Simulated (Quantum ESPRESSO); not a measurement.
# AlN (F-43m) in Quantum ESPRESSO: a series of runs, part 2 of 4

Quantum ESPRESSO 7.5. The steps go on from the part before.

## 3. Dielectric tensor, PBE

pw.in

```
&CONTROL
  calculation = 'scf'
  prefix = 'pwscf'
  outdir = './tmp'
  pseudo_dir = './pseudo'
  tprnfor = .true.
  tstress = .true.
  disk_io = 'low'
/
&SYSTEM
  ibrav = 0
  nat = 2
  ntyp = 2
  ecutwfc = 45
  ecutrho = 360
  nbnd = 9
  occupations = 'smearing'
  smearing = 'fd'
  degauss = 0.00367493
/
&ELECTRONS
  conv_thr = 4d-10
  electron_maxstep = 120
  mixing_beta = 0.5
/
ATOMIC_SPECIES
Al    26.9815 al_pbe_v1.uspp.F.UPF
N     14.0070 n_pbe_v1.2.uspp.F.UPF
CELL_PARAMETERS angstrom
   0.0000000000    2.1839935596    2.1839935596
   2.1839935596    0.0000000000    2.1839935596
   2.1839935596    2.1839935596    0.0000000000
ATOMIC_POSITIONS angstrom
Al     0.0000000000    0.0000000000    0.0000000000
N      1.0919967798    1.0919967798    1.0919967798
K_POINTS automatic
8 8 8 1 1 1
```

scf2.in

```
&CONTROL
  calculation = 'scf'
  prefix = 'pwscf'
  outdir = './tmp'
  pseudo_dir = './pseudo'
  tprnfor = .true.
  tstress = .true.
  disk_io = 'low'
/
&SYSTEM
  ibrav = 0
  nat = 2
  ntyp = 2
  ecutwfc = 45
  ecutrho = 360
  nbnd = 9
  occupations = 'fixed'
/
&ELECTRONS
  conv_thr = 1d-13
  electron_maxstep = 120
  mixing_beta = 0.5
  startingpot = 'file'
  startingwfc = 'file'
/
ATOMIC_SPECIES
Al    26.9815 al_pbe_v1.uspp.F.UPF
N     14.0070 n_pbe_v1.2.uspp.F.UPF
CELL_PARAMETERS angstrom
   0.0000000000    2.1839935596    2.1839935596
   2.1839935596    0.0000000000    2.1839935596
   2.1839935596    2.1839935596    0.0000000000
ATOMIC_POSITIONS angstrom
Al     0.0000000000    0.0000000000    0.0000000000
N      1.0919967798    1.0919967798    1.0919967798
K_POINTS automatic
8 8 8 1 1 1
```

ph.in

```
dielectric of AlN
&INPUTPH
  prefix = 'pwscf'
  outdir = './tmp'
  tr2_ph = 1d-18
  fildyn = 'dyn'
  niter_ph = 90
  alpha_mix(1) = 0.7
  epsil = .true.
  trans = .false.
  zeu = .true.
/
0.0000000000 0.0000000000 0.0000000000
```

Potentials or basis: GBRV 1.5 PBE.

The run is started by

```sh
$ OMP_NUM_THREADS=1 pw.x -in pw.in > pw.out
$ OMP_NUM_THREADS=1 pw.x -in scf2.in > scf2.out
$ OMP_NUM_THREADS=1 ph.x -in ph.in > ph.out
```

pw.out:

```text
This program is part of the open-source Quantum ESPRESSO suite
     for quantum simulation of materials; please cite
[... 9 lines left out ...]
     --------------------
     sticks:   dense  smooth     PW     G-vecs:    dense   smooth      PW
     Sum         847     421    151                16361     5769    1139

     Using Slab Decomposition

     bravais-lattice index     =            0
     lattice parameter (alat)  =       5.8367  a.u.
     unit-cell volume          =     140.5985 (a.u.)^3
     number of atoms/cell      =            2
     number of atomic types    =            2
     number of electrons       =         8.00
     number of Kohn-Sham states=            9
     kinetic-energy cutoff     =      45.0000  Ry
     charge density cutoff     =     360.0000  Ry
     scf convergence threshold =      4.0E-10
     mixing beta               =       0.5000
     number of iterations used =            8  plain     mixing
     Exchange-correlation= SLA  PW   PBE  PBE
                           (   1   4   3   4   0   0   0)

     celldm(1)=   5.836671  celldm(2)=   0.000000  celldm(3)=   0.000000
     celldm(4)=   0.000000  celldm(5)=   0.000000  celldm(6)=   0.000000

[... 8 lines left out ...]
               b(3) = (  0.707107  0.707107 -0.707107 )

     PseudoPot. # 1 for Al read from file:
     al_pbe_v1.uspp.F.UPF
     Pseudo is Ultrasoft + core correction, Zval =  3.0
     Generated by new atomic code, or converted to UPF format
     Using radial grid of  893 points,  3 beta functions with:
                l(1) =   0
                l(2) =   1
                l(3) =   2
     Q(r) pseudized with  8 coefficients,  rinner =    0.900   0.900   0.900
                                                       0.900   0.900

     PseudoPot. # 2 for N  read from file:
     n_pbe_v1.2.uspp.F.UPF
     Pseudo is Ultrasoft + core correction, Zval =  5.0
     Generated by new atomic code, or converted to UPF format
     Using radial grid of  729 points,  4 beta functions with:
                l(1) =   0
                l(2) =   0
                l(3) =   1
                l(4) =   1
     Q(r) pseudized with  8 coefficients,  rinner =    0.900   0.900   0.900

     atomic species   valence    mass     pseudopotential
     Al                3.00    26.98150     Al( 1.00)
     N                 5.00    14.00700     N ( 1.00)

     24 Sym. Ops. (no inversion) found

   Cartesian axes

     site n.     atom                  positions (alat units)
         1        Al     tau(   1) = (   0.0000000   0.0000000   0.0000000  )
         2        N      tau(   2) = (   0.3535534   0.3535534   0.3535534  )

     number of k points=    60  Fermi-Dirac smearing, width (Ry)=  0.0037
                       cart. coord. in units 2pi/alat
        k(    1) = (   0.0441942   0.0441942   0.0441942), wk =   0.0078125
        k(    2) = (   0.1325825   0.1325825  -0.0441942), wk =   0.0234375
        k(    3) = (   0.2209709   0.2209709  -0.1325825), wk =   0.0234375
        k(    4) = (   0.3093592   0.3093592  -0.2209709), wk =   0.0234375
        k(    5) = (  -0.3093592  -0.3093592   0.3977476), wk =   0.0234375
        k(    6) = (  -0.2209709  -0.2209709   0.3093592), wk =   0.0234375
[... 52 lines left out ...]
        k(   59) = (   0.3093592   0.3093592   0.3093592), wk =   0.0078125
        k(   60) = (  -0.3093592  -0.3093592   0.9280777), wk =   0.0234375

     Dense  grid:    16361 G-vectors     FFT dimensions: (  36,  36,  36)

     Smooth grid:     5769 G-vectors     FFT dimensions: (  25,  25,  25)

     Initial potential from superposition of free atoms

     starting charge       7.9975, renormalised to       8.0000
     Starting wfcs are    8 randomized atomic wfcs +    1 random wfcs

     Self-consistent Calculation

     iteration #  1     ecut=    45.00 Ry     beta= 0.50
     Davidson diagonalization with overlap
     ethr =  1.00E-02,  avg # of iterations =  5.3

     total energy              =     -26.86736555 Ry
     estimated scf accuracy    <       0.60339986 Ry

     iteration #  2     ecut=    45.00 Ry     beta= 0.50
     Davidson diagonalization with overlap
     ethr =  7.54E-03,  avg # of iterations =  1.9

     total energy              =     -27.03352326 Ry
     estimated scf accuracy    <       0.08053285 Ry

     iteration #  3     ecut=    45.00 Ry     beta= 0.50
     Davidson diagonalization with overlap
     ethr =  1.01E-03,  avg # of iterations =  1.1

     total energy              =     -27.04680932 Ry
     estimated scf accuracy    <       0.00418117 Ry

     iteration #  4     ecut=    45.00 Ry     beta= 0.50
     Davidson diagonalization with overlap
     ethr =  5.23E-05,  avg # of iterations =  2.0

     total energy              =     -27.04698488 Ry
     estimated scf accuracy    <       0.00058441 Ry

     iteration #  5     ecut=    45.00 Ry     beta= 0.50
     Davidson diagonalization with overlap
     ethr =  7.31E-06,  avg # of iterations =  1.9
[... 22 lines left out ...]
     total energy              =     -27.04706904 Ry
     estimated scf accuracy    <       0.00000003 Ry

     iteration #  9     ecut=    45.00 Ry     beta= 0.50
     Davidson diagonalization with overlap
     ethr =  4.11E-10,  avg # of iterations =  1.1

     total energy              =     -27.04706904 Ry
     estimated scf accuracy    <          4.7E-09 Ry

     iteration # 10     ecut=    45.00 Ry     beta= 0.50
     Davidson diagonalization with overlap
     ethr =  5.90E-11,  avg # of iterations =  1.0

     total energy              =     -27.04706904 Ry
     estimated scf accuracy    <          8.7E-10 Ry

     iteration # 11     ecut=    45.00 Ry     beta= 0.50
     Davidson diagonalization with overlap
     ethr =  1.08E-11,  avg # of iterations =  1.7

     End of self-consistent calculation

          k = 0.0442 0.0442 0.0442 (   722 PWs)   bands (ev):

    -8.0168   6.6133   6.9419   6.9419  11.4234  19.2438  19.4667  19.4667
    23.8859

          k = 0.1326 0.1326-0.0442 (   713 PWs)   bands (ev):

    -7.7162   5.3553   6.6236   6.9287  12.4729  18.6103  19.4816  19.6614
    22.0238

          k = 0.2210 0.2210-0.1326 (   721 PWs)   bands (ev):

    -7.0413   3.3442   6.3574   6.7569  13.6920  17.5870  18.9231  19.0803
    22.5627

          k = 0.3094 0.3094-0.2210 (   724 PWs)   bands (ev):

    -6.2660   1.6597   6.2268   6.5424  14.3429  16.5848  18.3407  18.5806
    24.6637

          k =-0.3094-0.3094 0.3977 (   721 PWs)   bands (ev):

    -5.9807   1.1333   6.2716   6.4021  14.4782  16.2531  18.2245  18.4552
    24.8779

          k =-0.2210-0.2210 0.3094 (   722 PWs)   bands (ev):

    -6.5048   2.1341   6.4051   6.4606  14.1393  16.8548  18.5424  18.7377
    23.6242
[... 86 lines left out ...]
          k = 0.0442-0.4861 0.5745 (   715 PWs)   bands (ev):

    -5.3861   2.5917   3.4707   5.3955  12.3102  17.1004  19.7097  20.6036
    22.5850

          k = 0.1326-0.3977 0.4861 (   715 PWs)   bands (ev):

    -5.6653   1.8446   4.4833   5.9302  13.8862  16.3397  19.1255  19.6016
    23.8926

          k = 0.2210-0.3094 0.3977 (   718 PWs)   bands (ev):

    -6.0186   1.4283   5.8918   6.3488  14.6879  15.8282  18.5529  18.7851
    24.5229

          k =-0.6629 0.0442 0.0442 (   720 PWs)   bands (ev):

    -5.3900   2.1050   4.9624   5.1840  10.5126  15.6771  20.6771  22.4337
    22.4733

          k =-0.5745 0.1326-0.0442 (   717 PWs)   bands (ev):

    -5.6246   2.4277   4.7491   5.2294  11.5360  16.3804  19.6455  21.4913
    22.4652

          k =-0.4861 0.2210-0.1326 (   716 PWs)   bands (ev):

    -5.8872   2.1656   4.9269   5.7855  13.3296  16.7812  18.6291  20.0491
    22.7039

          k =-0.4861 0.0442 0.0442 (   711 PWs)   bands (ev):

    -6.1243   2.9067   5.3893   5.5119  11.7476  16.2941  19.2323  21.6198
    21.8346

          k =-0.3977 0.1326-0.0442 (   718 PWs)   bands (ev):

    -6.5475   3.2528   5.5204   5.9757  13.1287  17.1866  17.9899  20.6142
    21.6038

          k =-0.3094 0.0442 0.0442 (   712 PWs)   bands (ev):

    -7.1519   4.3433   6.1535   6.1617  13.1676  17.4961  18.4466  20.4777
    20.7652

          k = 0.1326 0.1326 0.1326 (   718 PWs)   bands (ev):

    -7.5727   4.7479   6.7946   6.7946  12.7796  18.3359  19.5329  19.5329
    22.7787

          k = 0.2210 0.2210 0.0442 (   718 PWs)   bands (ev):

    -7.1625   3.9154   5.9590   6.8393  13.6925  17.8351  18.5537  19.5506
    21.4946

          k = 0.3094 0.3094-0.0442 (   723 PWs)   bands (ev):

    -6.4699   2.7976   5.0566   6.6004  14.7454  16.3911  18.3946  19.2647
    22.3579

          k =-0.3094-0.3094 0.5745 (   716 PWs)   bands (ev):

    -5.8501   1.7649   4.8459   6.2508  14.5436  15.8683  19.0209  19.1008
    24.7230

          k =-0.2210-0.2210 0.4861 (   716 PWs)   bands (ev):
[... 99 lines left out ...]
          k =-0.1326-0.3094 0.7513 (   715 PWs)   bands (ev):

    -5.4204   2.6427   3.4733   5.2152  13.1208  17.3004  19.1116  19.9727
    23.4657

          k =-0.8397 0.2210 0.2210 (   710 PWs)   bands (ev):

    -5.5978   1.9897   4.2528   5.8473  13.1772  16.7861  19.2718  20.0074
    22.9643

          k = 0.3094 0.3094 0.3094 (   724 PWs)   bands (ev):

    -6.1144   1.2580   6.4807   6.4807  14.2408  16.8781  18.1391  18.1391
    24.6250

          k =-0.3094-0.3094 0.9281 (   719 PWs)   bands (ev):

    -5.8922   1.3155   5.6645   6.3196  14.8785  15.5147  18.5752  18.9228
    25.0686

     the Fermi energy is     8.5259 ev

!    total energy              =     -27.04706904 Ry
     estimated scf accuracy    <          2.8E-11 Ry
     smearing contrib. (-TS)   =      -0.00000000 Ry
     internal energy E=F+TS    =     -27.04706904 Ry

     The total energy is F=E-TS. E is the sum of the following terms:
     one-electron contribution =      -0.99762797 Ry
     hartree contribution      =       5.65621043 Ry
     xc contribution           =      -9.90569229 Ry
     ewald contribution        =     -21.79995921 Ry

     convergence has been achieved in  11 iterations

     Forces acting on atoms (cartesian axes, Ry/au):

     atom    1 type  1   force =     0.00000000   -0.00000000    0.00000000
     atom    2 type  2   force =    -0.00000000    0.00000000   -0.00000000

     Total force =     0.000000     Total SCF correction =     0.000000

     Computing stress (Cartesian axis) and pressure

          total   stress  (Ry/bohr**3)                   (kbar)     P=       53.56
   0.00036411   0.00000000  -0.00000000           53.56        0.00       -0.00
   0.00000000   0.00036411  -0.00000000            0.00       53.56       -0.00
  -0.00000000  -0.00000000   0.00036411           -0.00       -0.00       53.56

=------------------------------------------------------------------------------=
   JOB DONE.
=------------------------------------------------------------------------------=
```

It took 33 s on 1 thread of Arm Neoverse V2, shared host; peak memory 0.05 GiB.

Results:

* Free energy: -367.9941 eV
* Pressure: 5.4 GPa
* Electronic dielectric tensor (diagonal): 4.58
* Born charges (mean of the diagonal): Al +2.55; N -2.55 e

Levels at points of the mesh, in eV from the valence-band top:
```tsv
k point	band 1	band 2	band 3	band 4	band 5	band 6	band 7	band 8	band 9
(0.06, 0.06, 0.06)	-14.96	-0.33	0.00	0.00	4.48	12.30	12.52	12.52	16.94
```

Electronic dielectric tensor:
```
4.58 0.00 0.00
0.00 4.58 0.00
0.00 0.00 4.58
```

Born effective charge tensors (e):
atom 1, Al
```
2.55 0.00 0.00
0.00 2.55 0.00
0.00 0.00 2.55
```
atom 2, N
```
-2.55  0.00  0.00
 0.00 -2.55  0.00
 0.00  0.00 -2.55
```

Caveat: the cell is more than 3 GPa from zero pressure, which shifts response properties.

(Continued in part 3 of 4.)
